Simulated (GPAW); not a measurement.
Runs of GPAW 26.7.0 on TePb. It takes space group Fm-3m (No. 225, cubic). Conventional cell: a = 6.462 Å, b = 6.462 Å, c = 6.462 Å, α = 90.00°, β = 90.00°, γ = 90.00°. Pb (site symmetry m-3m) has 6 Te at 3.23 Å as nearest neighbours. Around Te (site symmetry m-3m) lie 6 Pb at 3.23 Å. 

```tsv
task	level	potentials or basis	spin	band path	band points	spin axis theta (degrees)	spin axis phi (degrees)	eigensolver	gap on the mesh (eV)	pressure (GPa)	V0 of scaled cells (Å³/atom)	B0 (GPa)
equation of state	SOGGA	PAW data sets generated in the run's folder for this functional, pw	off	-	-	-	-	-	-	-	33.16	46
band structure	PW91	PAW data sets generated in the run's folder for this functional, pw	SOC, no magnetisation	GXWKGLUWLK,UX	100	0	0	-	0.18	1.7	-	-
equation of state	LDA	the program's PAW data sets (release 1.2.1) made for this functional, other valence, pw	off	-	-	-	-	-	-	-	(c)	49
band structure	TASK	GPAW PAW data sets (gpaw-data 1.2.1), pw	SOC, no magnetisation	GXWKGLUWLK,UX	60	0	0	-	0.21	6.5	-	-
band structure	r2SCAN	GPAW PAW data sets (gpaw-data 1.2.1), pw	SOC, no magnetisation	GXWKGLUWLK,UX	100	0	0	-	(b)	(a)	-	-
band structure	vdW-DF	GPAW PAW data sets (gpaw-data 1.2.1), pw	SOC, no magnetisation	GXWKGLUWLK,UX	100	0	0	-	0.21	-	-	-
```

Alike in all rows: cell as given; k mesh 6 × 6 × 6; cutoff (eV) 600; smearing fermi-dirac 0.05 eV.

Problem. Fill in the values left out.

Solution. (a) 1.3; (b) 0.15; (c) 32.11.

Caveats: spin-orbit coupling was added after a scalar SCF, so levels and gaps hold it while energy, forces, pressure and moments don't (some runs); this program's spin-orbit splittings come out too wide for heavy elements (some runs); the PAW data sets were made with another functional, which shifts forces and pressure a little (some runs); the mesh misses the band edges, which the band path finds closer together (some runs).

A k mesh can miss the band edges, and rows without SOC leave out spin-orbit coupling on Pb, Te.

Runs at the PBE level aren't shown here.
